The scattering phase of a channel is the arctangent of the logarithmic derivative of its radial function R, taken at a radius r just outside the channel radius and followed in energy E:

D(E) = r R′/R,  θ(E) = arctan D

It was computed for the d channel of a spherical, spin-unpolarised Mn⁺ reference atom in scalar-relativistic LDA, once with the all-electron potential and once with a norm-conserving pseudopotential that has a single d projector. The phase is unwrapped, so it falls without jumps by π for each node that enters the sphere. The error columns give pseudo minus all-electron.

A few sizes are worth keeping. Near the reference level, -0.5591 Ha, the error is of the order of 10⁻⁴ rad. About 0.4 Ha away on either side it is a few hundredths of a radian, which amounts to an energy displacement of 0.02 to 0.045 Ha. It passes 0.1 rad about 0.7 Ha above the reference and peaks at 1.2 rad, because the second d level of the sphere lies 0.6 Ha too high. Shrinking the d radius from 2 to 1.4 bohr, with the local radius also cut to 1.4 bohr, moves the 0.1 rad mark to 2 Ha above the reference and multiplies the plane-wave cutoff by eight.

ONCVPSP 4.0.1, norm-conserving pseudopotential for Mn⁺ (3d5 4s1, [Ar] core), scalar-relativistic LDA-PZ. Base run: one d projector, d radius 2 bohr, polynomial local potential inside 1.85 bohr, model-core option 3 with density factor 5.5; variants change the settings named. Phase = unwrapped arctan(r R′/R) just outside the d radius; error = pseudo minus all-electron.

```
energy (Ha)  phase d all-electron, base (rad)  phase d error, base (rad)  phase d error, d radius 1.4 bohr; local radius 1.4 bohr (rad)  phase d error, model-core option 2; model-core density factor 0.5 (rad)  phase d error, reference valence configuration 3d5 4s1.5 (rad)
     -1.980                            1.2022                     0.0125                                                         0.0376                                                                   0.0125                                                          0.0105
     -1.620                            1.1249                     0.0195                                                         0.0489                                                                   0.0195                                                          0.0158
     -1.260                            0.9659                     0.0341                                                         0.0479                                                                   0.0341                                                          0.0259
     -0.900                            0.3862                     0.0710                                                         0.0128                                                                   0.0710                                                          0.0507
     -0.540                           -1.2498                     0.0002                                                         0.0001                                                                   0.0002                                                          0.0245
     -0.180                           -1.7125                     0.0350                                                         0.0065                                                                   0.0350                                                          0.0166
      0.180                           -1.9588                     0.1040                                                         0.0179                                                                   0.1040                                                          0.0675
      0.540                           -2.3015                     0.2822                                                         0.0326                                                                   0.2822                                                          0.1809
      0.900                           -3.0321                     0.7785                                                         0.0519                                                                   0.7785                                                          0.5100
      1.260                           -3.8761                     1.2034                                                         0.0793                                                                   1.2034                                                          1.1060
      1.620                           -4.2635                     0.9297                                                         0.1200                                                                   0.9297                                                          1.1076
      1.980                           -4.4404                     0.5538                                                         0.1850                                                                   0.5538                                                          0.6979
      2.340                           -4.5408                     0.3575                                                         0.2951                                                                   0.3575                                                          0.4266
      2.700                           -4.6077                     0.2636                                                         0.4912                                                                   0.2636                                                          0.2972
      3.060                           -4.6580                     0.2161                                                         0.8249                                                                   0.2161                                                          0.2333
      3.420                           -4.7000                     0.1926                                                         1.2399                                                                   0.1926                                                          0.2008
      3.780                           -4.7384                     0.1837                                                         1.5220                                                                   0.1837                                                          0.1861
      4.140                           -4.7774                     0.1866                                                         1.5929                                                                   0.1866                                                          0.1840
      4.500                           -4.8214                     0.2018                                                         1.4895                                                                   0.2018                                                          0.1934
      4.860                           -4.8777                     0.2342                                                         1.2621                                                                   0.2342                                                          0.2171
```

The zero at the reference is built in. With u = rR and Q the integral of u² from the origin to r, the non-relativistic radial equation in atomic units gives

dD/dE = -2 r Q / u(r)²,  dθ/dE = (dD/dE) / (1 + D²)

A pseudo wave that joins the all-electron wave at the radius has the same D, and one that holds the same charge inside has the same slope. The all-electron 3d wave of the base run shows the identity at work. It has u = 0.5056 at 1.785 bohr, 0.4157 at 2.04 and 0.34 at 2.295. Taking r = 2.04 bohr as the test radius, D = 2.04 × ln(0.34/0.5056)/0.51 - 1 = -2.587. The norm is 0.888 inside 2 bohr and 0.895 inside 2.04, so dD/dE = -2 × 2.04 × 0.895/0.4157² = -21.1 per Ha. Stepping the 0.019 Ha up to the row at -0.54 Ha gives a phase of -1.248 rad against -1.2498 in the table. Nothing is fitted here, and the exact test radius and the relativistic terms are neglected.

With value and slope pinned, the error starts at second order in the distance y = E - Eref from the reference level Eref, so it has one sign on both sides. The table agrees: all four error columns are positive in every row. A broken norm would add a linear term and a change of sign at the reference. The 0.0002 rad at -0.54 Ha only reflects the matching and says nothing about quality.

The humps come from the shape of the all-electron curve. The phase falls fast where D passes through zero, since 1 + D² is then smallest, and creeps where D is large. The energies Eₙ at which R′ vanishes at r are the levels of the sphere with that boundary condition, and 1/D has poles there:

cot θ = c + Σₙ gₙ / (Eₙ - E)

At a level the slope of the phase is -1/gₙ, and by the identity above gₙ = u²/(2rQ). The width gₙ therefore measures how much of the wave reaches the surface, and a state well confined inside the sphere gives a steep step. Three poles and a constant were fitted by least squares in the angle to all twenty rows, separately for the all-electron phase and for the pseudo phase (the sum of the first two result columns). The rms misfit is 0.0005 rad for the former and below the last printed digit for the latter. With seven parameters this is an interpolation. The third pole lies outside the range and trades against c, so only the two bracketed levels are read. The nodeless 3d-like level sits at -0.813 Ha (all-electron) and -0.800 Ha (pseudo). The level with one node sits at 0.940 Ha with width 0.366 Ha (all-electron) and at 1.521 Ha with width 0.513 Ha (pseudo).

Those four numbers give the main peak. Close to the second level the other terms are small, and θ ≈ -π - arctan[(E - E₂)/g₂]. At 1.26 Ha the all-electron curve has passed its level and the pseudo curve has not reached its own, so the two angles add:

error ≈ arctan(0.320/0.366) + arctan(0.261/0.513) = 0.718 + 0.471 = 1.19 rad

The table has 1.2034. This row was part of both fits, so the agreement shows only that one displaced level accounts for the peak. A rule follows for gaps comparable with the widths. The hump lies between the two levels, its height is about 2 arctan(gap/2g), and it dies away once the pseudo curve has made its own step. Where the gap is far smaller than the width, as at the 3d-like level, the maximum can fall outside the two levels. A level missing altogether, or an extra one, would leave a lasting offset of π. The base error returns to 0.18 rad, so the d channel shows no sign of a ghost on this grid, which could miss a level much narrower than the row spacing.

A horizontal reading removes the humps. Let the lag L be the energy by which the pseudo curve trails, θ_pseudo(E) = θ_all-electron(E - L), found by inverting the fitted all-electron curve. The error is then the fall of the all-electron phase over the window from E - L to E, and for a short window it is L times the slope. Read this way the base run is featureless: L grows row by row on both sides of the reference, to 0.08 Ha at the bottom of the range and 1.9 Ha at the top. The small maximum at -0.90 Ha is a lag of only 0.021 Ha meeting a slope of 3.5 rad/Ha, about 0.075 rad against 0.0710 in the table. The row at -0.18 Ha has twice the lag and half the error, since the slope there is 0.75 rad/Ha. The product holds to about a tenth of the error up to 0.18 Ha and fails beyond, giving 1.07 for 0.7785 at 0.90 Ha and 0.42 for 0.9297 at 1.62 Ha, because the slope changes within the window.

The tail has the same reading. The minimum of 0.1837 rad at 3.78 Ha is no recovery: the lag is 1.37 Ha there, and the window merely covers a flat stretch of the curve. The rise to 0.2342 rad comes from a lag that keeps growing and a slope that steepens from 0.11 to 0.18 rad/Ha as the next all-electron step approaches from above the range. The quadratic law is local. L/y² is 0.18 and 0.31 per Ha in the rows either side of -0.54 Ha and falls to 0.04 and 0.065 at the ends of the range. From 0.54 to 2.34 Ha the lag grows nearly linearly with energy, by (0.825 - 0.279)/1.8 = 0.30 Ha per Ha.

The sign can be argued from the pole form. The slope condition fixes the sum of the weights wₙ = gₙ/(Eₙ - Eref)², while the curvature of cot θ is set by Σ wₙ/(Eₙ - Eref). The second level's weight drops from 0.366/1.499² = 0.163 to 0.513/2.080² = 0.119 per Ha and its distance grows. The weight it loses passes mainly to the first level, which lies below the reference and counts negatively. In the fits that level also moves nearer to the reference, which strengthens its negative term, so the curvature falls. A lower cotangent is a higher phase on both sides of the reference. Why the level lies high in the first place is argued and not shown by these runs. One separable projector is an operator of rank one. If it is attractive, it can pull one state down to the 3d energy, while the next state is bound to lie between the first two levels of the local potential alone. That potential is a smooth polynomial without the deep nuclear attraction, which makes a high second level the natural outcome, though the sign is no theorem and depends on the local part. The waves fit the picture: the pseudo 3d wave is largest near 1.0 bohr and the all-electron one near 0.8 bohr, and a state orthogonal to a wave that lies farther out has less room for its outer lobe. How much each effect contributes is a guess.

The model-core variant repeats the base column digit for digit by construction. The phases are computed in the screened potential of the reference atom, and the model core enters only when that screening is removed and rebuilt. The potential did change. In the same calculations the second-ionisation error falls from 12.46 to 4.68 meV, and the error of the 3d⁴ 4s⁰ excitation (48.7 eV) grows from -104 to -128 meV. A phase plot is blind to this setting.

The 3d⁵ 4s¹·⁵ variant is the base curve displaced. The added half electron resides mostly outside the d shell, and a charged shell raises the potential inside it by a constant, here of order 0.5/(3 bohr) or 0.1 to 0.2 Ha. The d reference rises by 0.5591 - 0.4018 = 0.157 Ha, and the s reference, whose wave extends through the shell, by 0.4473 - 0.3167 = 0.131 Ha. Shifting the interpolated base error by 0.157 Ha, with nothing adjusted, reproduces the column to 0.0010 rad rms, against 0.088 rad unshifted; a least-squares shift gives 0.158 Ha. The remainder of 0.002 rad near 1.6 to 2.0 Ha exceeds the interpolation misfit and may mark the non-uniform part of the shift. The odd-looking 0.0245 rad at -0.54 Ha is a point 0.14 Ha below its own reference on the steep step, and the smaller errors from -0.18 to 1.26 Ha bring no gain in d transferability. This run carries two positive-energy ghost flags where the base has one, and its d curve shows no jump.

The small-radius variant needs care, since its phase is taken near 1.4 bohr and the printed all-electron column does not apply to it. Its own all-electron phase is -1.8007 rad at 1.26 Ha, where the base has -3.8761. Fitted in the same way, its levels lie at -1.244 and 3.250 Ha. The spacing has grown from 1.75 to 4.49 Ha, a factor of 2.6, somewhat more than the (2/1.4)² = 2.0 of pure confinement. Both humps follow their steps: the lower one moves to between -1.62 and -1.26 Ha, which makes this column the larger in the three lowest rows, and the upper one to 4.14 Ha, which makes it the larger from 2.70 Ha up. The peak is higher, 1.5929 rad, which fits a gap that has grown by a larger factor than the all-electron width, itself up from 0.366 to 0.677 Ha. At 4.86 Ha the pseudo phase is -4.3494 + 1.2621 = -3.087 rad, still just short of -π, so the gap exceeds 1.6 Ha and the range ends before the return can be followed. In lag the gain is about threefold near the reference, 0.051 against 0.153 Ha at 0.18 Ha, and fades higher up, to 0.60 against 0.71 Ha at 1.98 Ha. Even this compares two spheres, and the local radius changed along with the d radius, so much of the wide quiet stretch in radians is the flat curve of a small sphere.

The price shows outside the d phase. The cutoff for 1 mHa rises from 23 to 187 Ha. The d wave number stayed at 6.9 per bohr, whose energy 6.9²/2 = 24 Ha suits the base wave, and the 3d kinetic energy left above it grows from 0.5 to 76 mHa. The two 4s ionisation errors shrink in size, while the 3d⁴ 4s⁰ error grows to -184 meV, 1.8 times the base value, so a smaller phase error did not bring a better change of d occupation. The s error of this run jumps from -0.0001 to -3.13 rad between 3.42 and 3.78 Ha and stays there, which marks an extra narrow pseudo s level. The s settings are unchanged, which points to the local radius. The level lies some 4 Ha above the s reference, and whether it harms a solid cannot be read from an atom.

In practice the error is best turned into a lag before it is judged, by dividing by the local slope near the reference and by reading horizontally farther away: 0.035 rad at -0.18 Ha corresponds to more than 1 eV of lag, which is a warning sign and no band-energy error. Variants are compared at one radius and at equal distance from their own references, and every channel is inspected after the local part is touched. A second projector can correct a displaced second level, since it pins value and slope at another energy. The two-projector channels of the base run are suggestive: the f error stays within 0.0002 rad up to 1.98 Ha and the s error within 0.01 rad up to 0.90 Ha, with humps of about 0.2 rad where their own phases step. The p channel, whose projector energies the generator reset with a warning, reaches -0.13 rad at the bottom of the range and -1.2 rad at the top, so two projectors guarantee nothing far from their energies. The settings of these potentials were drawn at random, and 3d⁵ here is the spherical average without spin, far from the high-spin ion, so exchange splitting would move the occupied and empty d levels to either side of the matched point.
